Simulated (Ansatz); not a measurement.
# BP (zinc blende): the cost of one run

Computed with Ansatz 0.2.0 (DFT PBEsol, scalar-relativistic, plane waves, PAW, unless a step's input says otherwise).

**1. The structure to begin with**

It takes space group F-43m (No. 216, cubic). The conventional cell has a = 4.580 Å, b = 4.580 Å, c = 4.580 Å, α = 90.00°, β = 90.00°, γ = 90.00°. B (site symmetry -43m) has 4 P at 1.98 Å as nearest neighbours. P (site symmetry -43m) has 4 B at 1.98 Å as nearest neighbours.

Structure file:

```cif
data_structure
_symmetry_space_group_name_H-M 'P 1'
_symmetry_Int_Tables_number 1
_cell_length_a 3.2385
_cell_length_b 3.2385
_cell_length_c 3.2385
_cell_angle_alpha 60.000
_cell_angle_beta 60.000
_cell_angle_gamma 60.000
_cell_volume 24.02
loop_
_atom_site_label
_atom_site_type_symbol
_atom_site_fract_x
_atom_site_fract_y
_atom_site_fract_z
_atom_site_occupancy
B1 B 0.00000 0.00000 0.00000 1
P1 P 0.25000 0.25000 0.25000 1
```

**2. Phonons: BP (zinc blende), no spin, volume × 1.03**

input.yaml

```yaml
crystal:
  lattice:
    - [0.0, 2.2899519552, 2.2899519552]
    - [2.2899519552, 0.0, 2.2899519552]
    - [2.2899519552, 2.2899519552, 0.0]
  atoms:
    - { symbol: B, position: [0.0, 0.0, 0.0] }
    - { symbol: P, position: [0.25, 0.25, 0.25] }
scf:
  occupations: { method: fixed }
output: {}
hamiltonian:
  xc: pbesol
basis:
  ecutwfc: 520
kpoints:
  mp_grid: { grid: [10, 10, 10] }
phonons:
  method: dfpt
  dielectric: true
  eigenvectors: false
  rigid_motions: translations
```

Command:

```bash
$ ansatz run input.yaml --threads 1 --pin off --max-ram 2867MiB --backend cpu --events-out ev --progress --plain --runs-dir out
```

Q: Estimate wall time and peak memory on 1 thread of Intel Xeon at 2.30GHz, shared host.

About 22 s, with a peak of 0.51 GiB.
